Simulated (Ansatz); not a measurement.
**Hf: what symmetry allows forces and stress to be**

```
CELL_PARAMETERS angstrom
3.19670 0.00000 0.00000
-1.59835 2.76842 0.00000
0.00000 0.00000 5.05780
ATOMIC_POSITIONS crystal
Hf 0.33333 0.66667 0.25000
Hf 0.73439 0.46879 0.75000
```

Theory: Ansatz 0.2.0, DFT PBE, scalar-relativistic, plane waves, PAW.

Plane waves to 420 eV, a k mesh through Γ of 15×15×8 on the computed 2-atom cell and Gaussian smearing (0.10 eV); no spin polarisation.

This distorted cell has space group Cmcm, with 8 operations.

Question: Without a calculation: in which directions can each atom feel a force?

Answer: A force must be left unchanged by every operation that keeps its atom in place, so it lies in the space that those operations leave fixed. Atoms that the group maps onto each other feel forces of one size.
| atom | site symmetry | operations at the site | equivalent to atom | allowed force (Cartesian) |
| --- | --- | --- | --- | --- |
| Hf1 | m2m | 4 | 1 | along (0.00, 1.00, 0.00) |
| Hf2 | m2m | 4 | 1 | along (0.00, 1.00, 0.00) |

That leaves 1 independent force component of 6. A relaxation in this cell that keeps the symmetry moves the atoms in these directions alone.

Question: And the stress tensor?

Answer: It must be invariant under the point group, which leaves 3 independent components: yz, xz, xy vanish.

Question: Do the computed values obey this?

Answer: Yes. Forces (eV/Å):
```
Hf1  0.000  0.547  0.000
Hf2  0.000 -0.547  0.000
```

Stress (GPa, compression positive, xx yy zz yz xz xy): 2.24 -2.91 2.22 0.00 0.00 0.00. The program imposes the same operations on density, forces and stress, so this confirms the analysis and is no independent test of the calculation.

Spin–orbit coupling is left out, which can shift energies with elements as heavy as these.